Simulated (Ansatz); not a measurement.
## Thermal properties of BaHfO$_{3}$ from its phonons

Level of theory: DFT PBE, scalar-relativistic, plane waves, PAW (Ansatz). Plane waves to 420 eV; Γ-centred k mesh 6×6×6; fixed occupations. No spin polarisation. Phonons by linear response, acoustic sum rule imposed.

Equilibrium structure at this level:
Space group Pm-3m (No. 221). a = 4.206 Å, b = 4.206 Å, c = 4.206 Å, α = 90.00°, β = 90.00°, γ = 90.00°
| atom | site | symmetry | x | y | z |
| --- | --- | --- | --- | --- | --- |
| Ba | 1b | m-3m | 0.5000 | 0.5000 | 0.5000 |
| Hf | 1a | m-3m | 0.0000 | 0.0000 | 0.0000 |
| O | 3d | 4/mm.m | 0.0000 | 0.0000 | 0.5000 |

The cell was found from a proposed guess, not taken from experiment. Spin–orbit coupling is left out, which matters for heavy elements. The q mesh is coarse, so values between its points are rough.

Force constants from linear response on a 2×2×2 q mesh, interpolated to a fine mesh.

Phonon density of states, in bins of 20 cm⁻¹:
```json
{"bin centre (cm⁻¹)": "10", "share of modes (%)": "0.0"}
{"bin centre (cm⁻¹)": "30", "share of modes (%)": "0.2"}
{"bin centre (cm⁻¹)": "50", "share of modes (%)": "1.1"}
{"bin centre (cm⁻¹)": "70", "share of modes (%)": "9.0"}
{"bin centre (cm⁻¹)": "90", "share of modes (%)": "11.4"}
{"bin centre (cm⁻¹)": "110", "share of modes (%)": "5.3"}
{"bin centre (cm⁻¹)": "130", "share of modes (%)": "5.3"}
{"bin centre (cm⁻¹)": "150", "share of modes (%)": "5.3"}
{"bin centre (cm⁻¹)": "170", "share of modes (%)": "6.0"}
{"bin centre (cm⁻¹)": "190", "share of modes (%)": "4.6"}
{"bin centre (cm⁻¹)": "210", "share of modes (%)": "6.7"}
{"bin centre (cm⁻¹)": "230", "share of modes (%)": "4.1"}
{"bin centre (cm⁻¹)": "250", "share of modes (%)": "3.4"}
{"bin centre (cm⁻¹)": "270", "share of modes (%)": "2.7"}
{"bin centre (cm⁻¹)": "290", "share of modes (%)": "2.6"}
{"bin centre (cm⁻¹)": "310", "share of modes (%)": "2.3"}
{"bin centre (cm⁻¹)": "330", "share of modes (%)": "1.9"}
{"bin centre (cm⁻¹)": "350", "share of modes (%)": "1.4"}
{"bin centre (cm⁻¹)": "370", "share of modes (%)": "0.7"}
{"bin centre (cm⁻¹)": "390", "share of modes (%)": "5.8"}
{"bin centre (cm⁻¹)": "410", "share of modes (%)": "0.4"}
{"bin centre (cm⁻¹)": "430", "share of modes (%)": "0.0"}
{"bin centre (cm⁻¹)": "450", "share of modes (%)": "0.0"}
{"bin centre (cm⁻¹)": "470", "share of modes (%)": "1.2"}
{"bin centre (cm⁻¹)": "490", "share of modes (%)": "4.9"}
{"bin centre (cm⁻¹)": "510", "share of modes (%)": "3.3"}
{"bin centre (cm⁻¹)": "530", "share of modes (%)": "3.1"}
{"bin centre (cm⁻¹)": "550", "share of modes (%)": "0.8"}
{"bin centre (cm⁻¹)": "570", "share of modes (%)": "0.0"}
{"bin centre (cm⁻¹)": "590", "share of modes (%)": "0.0"}
{"bin centre (cm⁻¹)": "610", "share of modes (%)": "0.0"}
{"bin centre (cm⁻¹)": "630", "share of modes (%)": "0.0"}
{"bin centre (cm⁻¹)": "650", "share of modes (%)": "0.1"}
{"bin centre (cm⁻¹)": "670", "share of modes (%)": "0.6"}
{"bin centre (cm⁻¹)": "690", "share of modes (%)": "1.0"}
{"bin centre (cm⁻¹)": "710", "share of modes (%)": "1.8"}
{"bin centre (cm⁻¹)": "730", "share of modes (%)": "1.6"}
{"bin centre (cm⁻¹)": "750", "share of modes (%)": "1.2"}
{"bin centre (cm⁻¹)": "770", "share of modes (%)": "0.4"}
{"bin centre (cm⁻¹)": "790", "share of modes (%)": "0.0"}
```

Task: How much zero-point energy does an atom carry?

Result: 49.0 meV.

Task: How large are the vibrational entropy and heat capacity at 300 K?

Result: S = 3.29 k_B and C_V = 2.55 k_B per atom, 85 % of the Dulong–Petit value.

Task: Tabulate them against temperature.

Result:
```tsv
T (K)	F_vib (meV/atom)	S (k_B/atom)	C_V (k_B/atom)
100	45.7	1.05	1.44
200	30.9	2.32	2.21
300	6.5	3.29	2.55
400	-25.3	4.05	2.72
500	-62.9	4.67	2.81
600	-105.4	5.18	2.86
700	-152.0	5.63	2.90
800	-202.2	6.02	2.92
900	-255.6	6.36	2.94
1000	-311.8	6.67	2.95
```
